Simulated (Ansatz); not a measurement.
Results of r²SCAN-D4 (plane waves, PAW; Ansatz, an electronic-structure program) for zinc-blende AlSb.

Numerical settings: plane-wave cutoff 560 eV, 10×10×10 k mesh, Fermi–Dirac smearing 0.01 eV, scalar-relativistic PAW data made under PBE.

Response to compression and expansion:

| V (Å³/atom) | P (GPa) | direct gap at Γ (eV) | smallest gap on the k mesh (eV) |
|---|---|---|---|
| 27.410 | 4.05 | 2.659 | 1.399 |
| 27.993 | 2.55 | 2.474 | 1.438 |
| 28.576 | 1.21 | 2.294 | 1.474 |
| 29.159 | 0.00 | 2.121 | 1.509 |
| 29.743 | -1.08 | 1.954 | 1.532 |
| 30.326 | -2.06 | 1.793 | 1.551 |
| 30.909 | -2.93 | 1.637 | 1.542 |

The fundamental gap (1.49 eV at the equilibrium volume, with added k points) lies elsewhere than Γ–Γ.

Measured, for comparison: band gap 1.73 eV (zero-point renormalisation of 35 meV (experimental, the table's column) added back here, indirect; inputs from Miglio et al. (2020), arXiv:2011.12765).

Spin–orbit coupling is not included; with these elements it can move the gap by several tenths of an eV or more.
